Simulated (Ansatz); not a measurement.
The system is CdS.

```
Cd S
1.0
     0.00000    2.75324    2.75324
     2.75324    0.00000    2.75324
     2.75324    2.75324    0.00000
Cd S
1 1
Direct
  0.00000 0.00000 0.00000
  0.50000 0.50000 0.50000
```

Measurements of this composition are mostly on another form, of space group No. 186.

- Program: Ansatz 0.2.0
- Task: relaxation of cell and atoms
- Functional: HSE06
- Potentials or basis: Ansatz PAW
- Cutoff: 420 eV (not typed: the program's choice for these potentials)
- k mesh: 4 × 4 × 4
- Occupations: fermi-dirac, width 0.05 eV
- Spin: no spin polarisation

At the start: volume 20.87 Å³/atom.

**Question.** Where does the relaxation end?

**Answer.** It ends after 5 steps and the volume is 20.37 Å³/atom (-2.4 %); space group Fm-3m (No. 225, to 0.05 Å).

Step by step:
| step | energy change (eV) | largest force (eV/Å) | volume (Å³) |
| --- | --- | --- | --- |
| 1 | 0.0000 | 0.0000 | 41.74 |
| 2 | -0.0050 | 0.0000 | 40.12 |
| 3 | -0.0068 | 0.0000 | 40.76 |
| 4 | -0.0068 | 0.0000 | 40.73 |
| 5 | -0.0063 | 0.0000 | 40.73 |

Final structure:
```
Cd S
1.0
     0.00000    2.73084    2.73084
     2.73084    0.00000    2.73084
     2.73084    2.73084    0.00000
Cd S
1 1
Direct
  0.00000 0.00000 0.00000
  0.50000 0.50000 0.50000
```

Caveat: the k mesh is coarse (spacing up to 0.49 Å⁻¹), so the values aren't converged, least of all with exact exchange; the plane-wave basis is chosen anew once the cell has moved, so the energies of steps on either side of that aren't comparable; the PAW data sets come from PBE, with cores solved anew for the run's functional, which leaves a small shift of forces and pressure.
